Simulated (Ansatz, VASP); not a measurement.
**TiCo: VASP beside Ansatz**

```
Ti Co
1.0
     2.98611    0.00000    0.00000
     0.00000    2.98611    0.00000
     0.00000    0.00000    2.98611
Ti Co
1 1
Direct
  0.00000 0.00000 0.00000
  0.50000 0.50000 0.50000
```

The cell comes from a database or a generator and needn't be the stable form of this composition.

Alike in both runs: task relaxation of cell and atoms; functional PBE; k mesh 14 × 14 × 14; occupations gaussian, width 0.1 eV; collinear spin.

|  | VASP | Ansatz |
| --- | --- | --- |
| version | VASP 6.6.1 | Ansatz 0.2.0 |
| potentials or method | VASP PAW PBE potentials, release 64 (Ti_sv, Co) | scalar-relativistic, plane waves, PAW |
| plane-wave cutoff (eV) | 600 | 420 |
| valence electrons in the cell | 21 | 29 |

VASP gave:

| Quantity | Value |
| --- | --- |
| gap on the k mesh at the Fermi level, each at its own relaxed structure (eV) | none |
| net moment per atom (μB) | 0.44 |
| size of the moment on the site where the two differ most (μB) | 0.95 |
| relaxed volume (Å³/atom) | 13.26 |
| relaxed cell length with the largest relative difference (Å) | 2.982 |

Q: Which values does Ansatz return?

A: gap on the k mesh at the Fermi level, each at its own relaxed structure (eV): none; net moment per atom (μB): 0.44; size of the moment on the site where the two differ most (μB): 0.99; relaxed volume (Å³/atom): 13.31; relaxed cell length with the largest relative difference (Å): 2.986.

Site moments also hang on the region over which each program counts them. A gap of «none» marks a metal or a gap that the smearing closes. The two sets of potentials don't hold the same shells in valence.
